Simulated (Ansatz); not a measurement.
## ZnCu: energy along a strain

ZnCu, Pm-3m, a = 2.945 Å (as given, not relaxed at this level: 2.3 GPa). The structure is a COD entry; whether it is the stable form wasn't checked. Ansatz: PBE, PAW, 420 eV, Γ-centred 16×16×16 mesh on 2 atoms, Gaussian smearing 0.15 eV; no spin polarisation. Cell vectors (Å): 2.945 0.000 0.000; 0.000 2.945 0.000; 0.000 0.000 2.945. The cell is strained by x per cent times the pattern (1 -1 0 0 0 0) in the order xx yy zz yz xz xy (engineering shears), with fractional coordinates held. y is the free energy over the start, V0 = 12.771 Å³/atom. Symmetry makes y even in x.

| x (%) | y (meV/atom) |
| --- | --- |
| -4.00 | 1.53 |
| -2.00 | 0.05 |
| 0.00 | 0.00 |
| 0.50 | ? |
| 1.00 | -0.01 |
| 1.50 | 0.00 |
| 2.50 | 0.19 |
| 3.00 | 0.48 |
| 3.50 | 0.93 |

**Question.** Fit y = c2 x² + c4 x⁴ to the other rows, get the stiffness along the pattern, and predict the missing energy.

**Answer.** Least squares on the rows shown. y = −0.007486 x² + 0.006540 x⁴. The clamped-ion stiffness p·C·p = 2 × -0.07486 eV × 160.2 / 12.771 Å³ = -1.9 GPa (second derivative at the start, which stands under stress). With a term in x⁶ added, the coefficient of x² becomes -0.02696, 260 % more, which shows how far this figure hangs on the form. At x = 0.50 the fit asked for gives 0.00 meV/atom. The run gave -0.01 meV/atom, so the fit is 0.01 meV/atom too high, within the rms miss on the fitted rows (0.02 meV/atom).